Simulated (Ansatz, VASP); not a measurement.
# ZnS in VASP and in Ansatz

File INCAR:

```
SYSTEM = ZnS
  PREC = Accurate
  ENCUT = 520
  EDIFF = 1E-7
  ISMEAR = -1
  SIGMA = 0.05
  LREAL = .FALSE.
  LASPH = .TRUE.
  NELM = 80
  ALGO = Normal
  ISIF = 2
  LWAVE = .FALSE.
  LCHARG = .TRUE.
  GGA = PE
  LELF = .TRUE.
  LVHAR = .TRUE.
  NBANDS = 16
```

The input KPOINTS:

```
regular mesh
0
G
  9 9 9
  0 0 0
```

File POSCAR:

```
ZnS
1.0
    0.0000000000      2.7020000000      2.7020000000
    2.7020000000      0.0000000000      2.7020000000
    2.7020000000      2.7020000000      0.0000000000
Zn S
1 1
Direct
    0.7397190000      0.7437320000      0.7477960000
   -0.0090390000      0.0118540000     -0.0118510000
```

File input.yaml:

```yaml
crystal:
  lattice:
    - [0.0, 2.702, 2.702]
    - [2.702, 0.0, 2.702]
    - [2.702, 2.702, 0.0]
  atoms:
    - { symbol: Zn, position: [0.739719, 0.743732, 0.747796] }
    - { symbol: S, position: [-0.009039, 0.011854, -0.011851] }
hamiltonian:
  xc: pbe
  pseudopotentials: { kind: paw }
kpoints:
  mp_grid: { grid: [9, 9, 9] }
scf:
  occupations: { method: fermi_dirac, width: 0.05 }
output:
  forces: true
  stress: true
  eigenvalues: true
```

Change from the starting cell: atoms moved at random, drawn with an rms of 0.05 Å.

Alike in both runs: task single point; functional PBE; k mesh 9 × 9 × 9; occupations fermi-dirac, width 0.05 eV; no spin polarisation.

```csv
,VASP,Ansatz
version,VASP 6.6.1,Ansatz 0.2.0
potentials or method,"VASP PAW PBE potentials, release 64 (Zn, S)",Ansatz PAW
plane-wave cutoff (eV),520,420
valence electrons in the cell,18,18
```

|  | VASP | Ansatz | Ansatz less VASP |
| --- | --- | --- | --- |
| gap on the k mesh at the Fermi level (eV) | 2.08 | 2.07 | -0.006 |
| least direct gap on the mesh (eV) | 2.08 | 2.07 | -0.006 |
| pressure (GPa) | 1.9 | 1.7 | -0.17 |
| largest component of the traceless stress (GPa) | 1.28 | 1.26 | -0.021 |
| rms of the force components (eV/Å) | 0.226 | 0.225 | -0.0017 |

Atom by atom the forces differ by 0.002 eV/Å (rms over components).

Caveats: odd divisions of the mesh miss points on the zone boundary, where band edges often lie, so the gap on the mesh can be too wide (Ansatz).
